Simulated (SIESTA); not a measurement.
Crystal: PtSe2 (Sudovikovite).

```
Pt Se
1.0
     3.72400    0.00000    0.00000
    -1.86200    3.22508    0.00000
     0.00000    0.00000    5.06200
Pt Se
1 2
Cartesian
  0.0000 0.0000 0.0000
  1.8620 1.0750 3.7965
  0.0000 2.1501 1.2655
```

Base run:

| Quantity | Value |
| --- | --- |
| Program | SIESTA 5.4.2 |
| Functional | PBE |
| Potentials or basis | PseudoDojo 0.4 standard (PBE files, fully relativistic) |
| Basis | DZP (energy shift 0.002 Ry) |
| Grid cutoff | 800 Ry |
| Energy shift | 0.002 Ry |
| k mesh | 6 × 6 × 4 |
| Occupations | fermi-dirac, width 0.05 eV |
| Spin | non-collinear spin, zero start, spin-orbit coupling |
| Starting moments | [[0.0, 0.0, 0.0], [0.0, 0.0, 0.0], [0.0, 0.0, 0.0]] μB |

Its results: band gap on the k mesh none (metal or under the smearing width); pressure 12.8 GPa; net moment 0.00 μB per cell; largest force 1.457 eV/Å.

Task: The run is repeated on the same cell with these changes: functional from PBE to PBEsol; potentials or basis from PseudoDojo 0.4 standard (PBE files, fully relativistic) to PseudoDojo 0.4 standard (PBEsol files, fully relativistic). What comes out?

Result: Band gap on the k mesh none (metal or under the smearing width); pressure 7.5 GPa; net moment 0.00 μB per cell; largest force 1.201 eV/Å.

Caveats: semicore shells carry a single zeta, which can move pressures by several GPa and volumes by a few percent; the basis of atomic orbitals isn't converged, which shifts pressures, moduli and gaps; forces of over 1 eV/Å show positions far from the minimum, so gaps and moduli don't describe the material at rest.
